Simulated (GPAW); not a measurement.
**CaSe: single point with PBE**

Crystal: CaSe.

```
Se Ca
1.0
     0.00000    3.30000    3.30000
     3.30000    0.00000    3.30000
     3.30000    3.30000    0.00000
Se Ca
1 1
Direct
  0.25000 0.25000 0.25000
  0.00000 0.00000 0.00000
```

The cell comes from a database or a generator and needn't be the stable form of this composition.

```
Program             : GPAW 26.7.0
Task                : single point
Functional          : PBE
Potentials or basis : GPAW PAW data sets (gpaw-data 1.2.1)
Cutoff              : 600 eV
Basis               : pw
k mesh              : 7 × 7 × 7
Occupations         : fermi-dirac, width 0.05 eV
Spin                : no spin polarisation
```

* Pressure: 0.0 GPa
* Band gap on the k mesh: 3.14 eV, indirect (least direct gap 3.22 eV)

Levels at points of the mesh, in eV from the valence-band top:
| k point | band 4 | band 5 | band 6 | band 7 | band 8 | band 9 | band 10 | band 11 | band 12 |
| --- | --- | --- | --- | --- | --- | --- | --- | --- | --- |
| (0.00, 0.00, 0.00) | -20.19 | -10.30 | -0.08 | -0.08 | -0.08 | 3.14 | 5.31 | 5.31 | 7.24 |

It took 13 s on 1 thread of AMD EPYC 7B13 (Zen 3), with other jobs on the host, peak memory 0.17 GiB.

Caveat: an odd mesh through Γ misses points on the zone boundary, where band edges often lie.
